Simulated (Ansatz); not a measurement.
A 5-atom cell of La2O3 started from a crystallographic database, relaxed with r2SCAN in Ansatz 0.2.0. It is hexagonal, P6/mmm (No. 191); conventional cell a = 6.355 Å, c = 3.279 Å, 22.93 Å³ an atom. La is surrounded by 6 O at 2.46 Å; O is surrounded by 4 La at 2.46 Å.

The axes x, y and z are those of this cell:
```yaml
crystal:
  lattice:
    - [6.35459, 0.00000, 0.00000]
    - [-3.17730, 5.50324, 0.00000]
    - [0.00000, 0.00000, 3.27871]
  atoms:
    - { symbol: La, position: [0.33333, 0.66667, 0.50008] }
    - { symbol: La, position: [0.66667, 0.33333, 0.49992] }
    - { symbol: O, position: [0.50000, 0.50000, 0.00000] }
    - { symbol: O, position: [0.50000, 0.00000, 0.00000] }
    - { symbol: O, position: [0.00000, 0.50000, 0.00000] }
```

Unstrained: With PBE the valence top lies at A and the conduction bottom at Γ, 1.585 eV higher; the smallest vertical gap, at Γ, is 2.058 eV. r2SCAN gives an indirect gap of 1.921 eV, from A to Γ; the least direct gap is 2.421 eV at Γ. The HSE06 gap is indirect, 2.814 eV (A to Γ), below the direct gap of 3.279 eV at Γ. Meshes: PBE 6×6×8, r2SCAN 6×6×8, HSE06 6×6×4. Strains are changes of length per length, and xy shears are angles. After each strain the atoms were relaxed again with r2SCAN within the symmetry that the strain leaves, so tilts or polar shifts that break it weren't tested; points keep the names that they have in the unstrained zone. No spin polarisation and no zero-point or thermal motion.

Question: Estimate what xy shear, engineering strain (angle) -5.83 % does to the gap.

Answer: PBE: the gap goes from 1.585 to 1.586 eV (+0.001 eV). r2SCAN: the gap goes from 1.921 to 1.921 eV (0.000 eV). HSE06: the gap goes from 2.814 to 2.814 eV (0.000 eV). The r2SCAN energy rises by 4.8 meV an atom.

Question: Estimate what uniaxial -4.84 % along x, other directions held does to the gap.

Answer: PBE: the gap goes from 1.585 to 1.386 eV (-0.199 eV). r2SCAN: the gap goes from 1.921 to 1.703 eV (-0.218 eV). HSE06: the gap goes from 2.814 to 2.613 eV (-0.201 eV). The r2SCAN energy rises by 19.7 meV an atom.

Question: For epitaxial +5.99 % in the xy plane, how far does the free direction move, and what happens to the gap?

Answer: The normal strain at zero normal stress is -1.76 %, 0.29 of the in-plane strain with the sign turned. PBE: the gap goes from 1.585 to 1.806 eV (+0.221 eV). r2SCAN: the gap goes from 1.921 to 2.179 eV (+0.258 eV). HSE06: the gap goes from 2.814 to 3.006 eV (+0.192 eV).

The runs are scalar-relativistic, without spin-orbit coupling.

The meshes of the hybrids are coarse, so their gaps aren't converged to the digits shown.
